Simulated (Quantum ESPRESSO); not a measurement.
## TaN: Wannier functions under several settings

```
CELL_PARAMETERS angstrom
0.00000 2.17900 2.17900
2.17900 0.00000 2.17900
2.17900 2.17900 0.00000
ATOMIC_POSITIONS crystal
Ta 0.50000 0.50000 0.50000
N 0.00000 0.00000 0.00000
```

All runs used Quantum ESPRESSO 7.5; potentials PseudoDojo 0.4.1 SR PBE standard; k mesh 8 × 8 × 8; given cell; no spin polarisation; cutoff 1143 eV; occupations fermi-dirac, width 0.05 eV.

| level | start | Wannier mesh | spread a function (Å²) | RMS miss of the bands (meV) |
| --- | --- | --- | --- | --- |
| PBE | atomic projections with disentanglement | 6 × 6 × 6 | 1.30 | 8 |
| PBE | atomic projections with disentanglement, not minimised | 6 × 6 × 6 | 1.42 | 8 |
| PBE | SCDM with an erfc weight | 6 × 6 × 6 | ? | ? |

**Question.** What stands in the row left open?

**Answer.** Spread a function 1.76 Å²; RMS miss of the bands 39 meV.

